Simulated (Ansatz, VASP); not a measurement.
NiO: VASP beside Ansatz

File INCAR:

```
  PREC = Accurate
  ENCUT = 520
  EDIFF = 1E-6
  ISMEAR = 0
  SIGMA = 0.05
  LREAL = F
  LASPH = T
  NELM = 60
  ALGO = Normal
  ISIF = 2
  LWAVE = F
  LCHARG = F
  GGA = PE
  NBANDS = 15
```

KPOINTS

```
regular mesh
0
Gamma
  14 14 14
```

The input POSCAR:

```
NiO
1.0
    1.4909133174      0.8607792052      2.4344440826
   -1.4909133174      0.8607792052      2.4344440826
    0.0000000000     -1.7215584103      2.4344440826
Ni O
1 1
Direct
    1.0000000000      0.0000000000      0.0000000000
    0.5000000000      0.5000000000      0.5000000000
```

Input for Ansatz:

```yaml
crystal:
  lattice:
    - [1.4909133174, 0.8607792052, 2.4344440826]
    - [-1.4909133174, 0.8607792052, 2.4344440826]
    - [0.0, -1.7215584103, 2.4344440826]
  atoms:
    - { symbol: Ni, position: [1.0, 0.0, 0.0] }
    - { symbol: O, position: [0.5, 0.5, 0.5] }
basis:
  ecutwfc: 420
  ecutrho_ratio: 4
kpoints:
  mp_grid: { grid: [14, 14, 14] }
hamiltonian:
  xc: pbe
scf:
  occupations: { method: gaussian, width: 0.05 }
output:
  forces: true
  stress: true
  eigenvalues: true
```

Alike in both runs: task single point; functional PBE; k mesh 14 × 14 × 14; occupations gaussian, width 0.05 eV; no spin polarisation.

|  | VASP | Ansatz |
| --- | --- | --- |
| version | VASP 6.6.1 | Ansatz 0.2.0 |
| potentials or method | VASP PAW PBE potentials, release 64 (Ni, O) | scalar-relativistic, plane waves, PAW |
| plane-wave cutoff (eV) | 520 | 420 |
| valence electrons in the cell | 16 | 24 |

Ansatz gave:

```
gap on the k mesh at the Fermi level (eV) : none
pressure (GPa)                            : -7.7
```

**Question.** Which values does VASP return?

**Answer.** gap on the k mesh at the Fermi level (eV): none; pressure (GPa): -7.5.

A gap of «none» marks a metal or a gap that the smearing closes. With one functional, cell and mesh, what is left measures potentials, basis and numerics. The two sets of potentials don't hold the same shells in valence.

Caveats: the run has no spin polarisation, though such a crystal can be magnetic; semilocal functionals often make such compounds metallic where correlation or magnetic order opens a gap, which also shifts bond lengths. Spin polarisation is off, so any magnetic state and its effect on volume and gap are missing.
